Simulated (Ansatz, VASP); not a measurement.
# AgCl: VASP beside Ansatz

INCAR

```
SYSTEM = AgCl
  PREC = Accurate
  ENCUT = 520
  EDIFF = 1E-7
  ISMEAR = 0
  SIGMA = 0.05
  LREAL = .FALSE.
  LASPH = .TRUE.
  NELM = 100
  ALGO = Normal
  ISIF = 2
  LWAVE = .FALSE.
  LCHARG = .TRUE.
  GGA = PS
  LELF = .TRUE.
  LVHAR = .TRUE.
  NBANDS = 16
```

File KPOINTS:

```
regular mesh
0
G
  10 10 10
  0 0 0
```

The input POSCAR:

```
AgCl
1.0
    3.4339730000      0.0000000000      0.0000000000
    0.0000000000      3.4339730000      0.0000000000
    0.0000000000      0.0000000000      3.4339730000
Ag Cl
1 1
Direct
    0.0000000000      0.0000000000      0.0000000000
    0.4089975373      0.5000000000      0.5000000000
```

Input for Ansatz:

```yaml
crystal:
  lattice:
    - [3.433973, 0.0, 0.0]
    - [0.0, 3.433973, 0.0]
    - [0.0, 0.0, 3.433973]
  atoms:
    - { symbol: Ag, position: [0.0, 0.0, 0.0] }
    - { symbol: Cl, position: [0.4089975373, 0.5, 0.5] }
basis:
  ecutwfc: 420
kpoints:
  mp_grid: { grid: [10, 10, 10] }
hamiltonian:
  xc: pbesol
scf:
  occupations: { method: gaussian, width: 0.05 }
output:
  forces: true
  stress: true
  eigenvalues: true
```

Change from the starting cell: all Cl atoms moved +0.312 Å, as atom 2 towards its neighbour atom 2 (Cl) at 3.434 Å.

Alike in both runs: task single point; functional PBEsol; k mesh 10 × 10 × 10; occupations gaussian, width 0.05 eV; no spin polarisation.

|  | VASP | Ansatz |
| --- | --- | --- |
| version | VASP 6.6.1 | Ansatz 0.2.0 |
| potentials or method | VASP PAW PBE potentials, release 64 (Ag, Cl) | scalar-relativistic, plane waves, PAW |
| plane-wave cutoff (eV) | 520 | 420 |
| valence electrons in the cell | 18 | 26 |

```tsv
	VASP	Ansatz	Ansatz less VASP
gap on the k mesh at the Fermi level (eV)	0.39	0.39	+0.001
least direct gap on the mesh (eV)	1.69	1.69	0.000
pressure (GPa)	-3.4	-3.3	+0.11
largest component of the traceless stress (GPa)	0.35	0.35	+0.002
rms of the force components (eV/Å)	0.010	0.009	-0.0007
```

Atom by atom the forces differ by 0.001 eV/Å (rms over components). The functional is the same, so the differences come from potentials, cutoffs and numerics. The two sets of potentials don't hold the same shells in valence.

Caveats: the PAW data sets were made with another functional, which shifts forces and pressure a little (VASP). A k mesh can miss the band edges.
